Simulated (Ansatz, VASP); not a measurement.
B: VASP beside Ansatz

```
B
1.0
     0.00000    2.13467    2.13467
     2.13467    0.00000    2.13467
     2.13467    2.13467    0.00000
B
3
Direct
  0.25000 0.25000 0.25000
  0.75000 0.75000 0.75000
  0.50000 0.50000 0.50000
```

Alike in both runs: task relaxation of cell and atoms; functional PBE; k mesh 18 × 18 × 18; occupations gaussian, width 0.1 eV; no spin polarisation.

|  | VASP | Ansatz |
| --- | --- | --- |
| version | VASP 6.6.1 | Ansatz 0.2.0 |
| potentials or method | VASP PAW PBE potentials, release 64 (B) | scalar-relativistic, plane waves, PAW |
| plane-wave cutoff (eV) | 600 | 420 |
| valence electrons in the cell | 9 | 9 |

```csv
,VASP,Ansatz,Ansatz less VASP
"gap on the k mesh at the Fermi level, each at its own relaxed structure (eV)",none,none,-
relaxed volume (Å³/atom),6.52,6.52,+0.002
relaxed cell length with the largest relative difference (Å),3.025,3.025,+0.0003
```

A gap of «none» marks a metal or a gap that the smearing closes.
